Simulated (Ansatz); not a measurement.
BaHfO3: pressure against volume per atom

All results are calculated (Ansatz 0.2.0). Density functional stress and forces at fixed atoms, pressure and stress positive in compression, spin-unpolarised plane waves.

Cell of the first row (space group Pm-3m, No. 221):
```
cell vectors (Å)
   4.0100     0.0000     0.0000
   0.0000     4.0100     0.0000
   0.0000     0.0000     4.0100
atoms (fractions of the cell vectors)
Ba  0.00000  0.00000  0.00000
Hf  0.50000  0.50000  0.50000
O   0.50000  0.50000  0.00000
O   0.50000  0.00000  0.50000
O   0.00000  0.50000  0.50000
```

Settings of every row: periodic directions 3; functional HSE06; spin orbit no; potentials PAW; wave cutoff 420 eV; k mesh 4x4x4; smearing width 0 eV.

Limits: stress loosely converged; no spin-orbit coupling, which can matter with elements this heavy; the cell comes from a prototype or a list of computed structures and needn't be the stable phase; atoms stay on their symmetric sites, though polar or tilted forms of a perovskite may lie lower.

```
row  volume per atom (Å³)  pressure (GPa)
  1                12.896            26.7
  2                13.303            18.6
  3                13.719            11.4
  4                14.143             5.2
  5                14.576            -0.2
  6                15.018              -5
  7                15.468               ?
  8                15.928           -12.6
  9                16.396           -15.6
```

Question: what pressure should row 7 give?

Worked fit of pressure. Take u = (V_r/V)^(2/3) − 1 with V_r = 14.36 Å³ an atom, which is twice the finite (Eulerian) strain; such expansions in the strain, on which the Birch-Murnaghan equation of state is built, carry the rest volume and the bulk modulus. The shown rows have u = 0.07432, 0.05229, 0.03091, 0.0102, -0.0099, -0.02943, -0.06676, -0.0846. Least squares give pressure = 2.36 + 270.5 × u + 729 × u² + 502 × u³ GPa; a parabola predicts inner rows, each left out in turn, worse (root mean square 0.071 against 0.043 GPa). All shown rows lie on it to the printed digit. The pressure vanishes at u = -0.0089, or V = 14.55 Å³ an atom, and there the bulk modulus with atoms relaxed is B = −V dP/dV = (2/3)(1 + u) dP/du = 170 GPa. The withheld row has u = -0.04834, so the fit gives 2.36 + 270.5 × (-0.04834) + 729 × (-0.04834)² + 502 × (-0.04834)³ = -9.1 GPa.

The calculation gave -9 GPa. The fit lies 0.1 GPa (0.24 % of the column's range) below it, one unit of the last digit.
